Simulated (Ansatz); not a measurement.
Computed with DFT PBE, scalar-relativistic, plane waves, PAW (Ansatz 0.2.0). All cells share a 420 eV cutoff and Γ-centred k meshes spaced at most about 0.3 Å⁻¹ (about 0.25 or finer for metals, 2π included). No spin polarisation.

Temperature and zero-point effects are left out.

Two relaxed structures of Bi₂Te₃:

A.

```xyz
5
Lattice="2.2344 1.2900 9.8567 -2.2344 1.2900 9.8567 0.0000 -2.5801 9.8567" Properties=species:S:1:pos:R:3 pbc="T T T"
Bi    0.0000    0.0000   20.8370
Bi    0.0000    0.0000    8.7330
Te    0.0000    0.0000   14.7850
Te    0.0000    0.0000    2.9153
Te    0.0000    0.0000   26.6547
```

B.

```xyz
5
Lattice="-2.1522 2.1522 8.7647 2.1522 -2.1522 8.7647 2.1522 2.1522 -8.7647" Properties=species:S:1:pos:R:3 pbc="T T T"
Bi    0.0000    0.0000    2.1874
Bi    0.0000    0.0000   15.3420
Te    0.0000    0.0000    5.5642
Te    0.0000    0.0000   11.9653
Te    0.0000    0.0000    8.7647
```

Question: Which is lower in energy, and by how much?

Answer: A is lower, by 75 meV/atom. A has space group R-3m (No. 166), 34.1 Å³/atom and no gap on its mesh; B has space group I4/mmm (No. 139), 32.5 Å³/atom and no gap. Counting Te atoms around Bi (those within 1.25 times the shortest such distance or 1.15 times the sum of covalent radii, 1.27 where that leaves under three; a plus sign parts nearer from farther groups), A has Bi 3 and B has Bi 5+4. The lower one is the more open, so pressure narrows the difference. In A, Bi is surrounded by 3 Te at 3.14 Å and 3 Bi at 3.42 Å; around Te on a site of symmetry -3m lie 6 Te at 3.27 Å; around Te on a site of symmetry 3m lie 3 Bi at 3.14 Å and 3 Te at 3.27 Å. In B, Bi is surrounded by 5 Te at 3.21–3.38 Å and 4 Te at 3.75 Å; around Te on a site of symmetry 4mm lie 1 Te at 3.20 Å and 5 Bi at 3.21–3.38 Å; Te on a site of symmetry 4/mmm is surrounded by 2 Te at 3.20 Å and 8 Bi at 3.75 Å. Origin: A, reached from a cell as deposited in COD; B, invented. The lowest form computed isn't among them: it has the tetradymite type, space group R-3m (No. 166), 36.7 Å³/atom, is reached from a cell as deposited in COD and lies 253 meV/atom below the best shown.

Spin–orbit coupling, which can matter for Bi and Te, is left out. Cells relaxed within their symmetry can be saddle points. Some types were kept out of the candidates beforehand, so the set may lack a known form.
